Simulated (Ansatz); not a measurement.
# Zirconium, fcc under PBE: ground state and equation of state

What does PBE give for zirconium in the fcc structure? We relax it, solve it on a dense k-mesh, then scale the cell to 7 volumes from 88 to 112 % of the relaxed one and try a fit of the equation of state. The start is ferromagnetic. The k-meshes are 12×12×12 for the relaxation; 20×20×20 for the dense run; 14×14×14 for the volumes.

This is Zr in the fcc structure; at room conditions it is hcp.

Computed with Ansatz 0.2.0 (DFT PBE, plane waves (420 eV) with PAW, scalar-relativistic, unless a step says otherwise).

### 1 The structure to begin with

The structure is cubic, space group Fm-3m (No. 225). Conventional cell: a = 4.533 Å, b = 4.533 Å, c = 4.533 Å, α = 90.00°, β = 90.00°, γ = 90.00°. Zr (site symmetry m-3m) is surrounded by 12 Zr at 3.21 Å.

Coordinates:

```cif
data_structure
_symmetry_space_group_name_H-M 'P 1'
_symmetry_Int_Tables_number 1
_cell_length_a 3.2051
_cell_length_b 3.2051
_cell_length_c 3.2051
_cell_angle_alpha 60.000
_cell_angle_beta 60.000
_cell_angle_gamma 60.000
_cell_volume 23.28
loop_
_atom_site_label
_atom_site_type_symbol
_atom_site_fract_x
_atom_site_fract_y
_atom_site_fract_z
_atom_site_occupancy
Zr1 Zr 0.00000 0.00000 0.00000 1
```

The atoms start with moments of +1 μB.

### 2 Geometry optimisation

File input.yaml:

```yaml
crystal:
  lattice:
    - [0.0, 2.2663258114, 2.2663258114]
    - [2.2663258114, 0.0, 2.2663258114]
    - [2.2663258114, 2.2663258114, 0.0]
  atoms:
    - { symbol: Zr, position: [0.0, 0.0, 0.0], spin: 1.0 }
hamiltonian:
  xc: pbe
  pseudopotentials:
    kind: paw
    azcp:
      Zr: "pseudopotentials/Zr.paw.azcp"
basis:
  ecutwfc: 420
  fft_grid_basis: typed
kpoints:
  mp_grid: { grid: [12, 12, 12], shift: [0, 0, 0] }
magnetization:
  spin_polarized: true
scf:
  occupations: { method: fermi_dirac, width: 0.05 }
relax:
  max_steps: 60
  f_tol: 0.01
  cell: {}
```

Launch:

```bash
$ ansatz run input.yaml --threads 2 --pin off --max-ram 6144MiB --backend cpu --events-out ev --progress --plain --runs-dir out
```

After this run come: The energy on a finer k-mesh; At 88 % of the relaxed volume; At 92 % of the relaxed volume; At 96 % of the relaxed volume; At 100 % of the relaxed volume; At 104 % of the relaxed volume; At 108 % of the relaxed volume; At 112 % of the relaxed volume.

Q: Predict the outcome of this session. Wanted: space group; conventional cell; volume; shortest distance; gap on the mesh; magnetic state; relative to hcp; V₀, B₀, B₀′.

As calculated:

```
                      quantity                         value
space group (spins left aside)               Fm-3m (No. 225)
             conventional cell                   a = 4.522 Å
                        volume                23.115 Å³/atom
             shortest distance                       3.197 Å
               gap on the mesh  none (levels filled in part)
                magnetic state                  non-magnetic
               relative to hcp                  +38 meV/atom
                   V₀, B₀, B₀′   23.190 Å³/atom, 91 GPa, 3.2
```

From the guessed start the volume shrank by 0.7 % in 4 steps. It lies 38 meV/atom above the element's reference form at the same level (hcp, from a run of its own). The starting moments do not survive. Levels at the Fermi energy are filled in part, as in a metal. The fitted modulus is 91 GPa. The symmetry was held, so the structure may be unstable against distortions that break it.
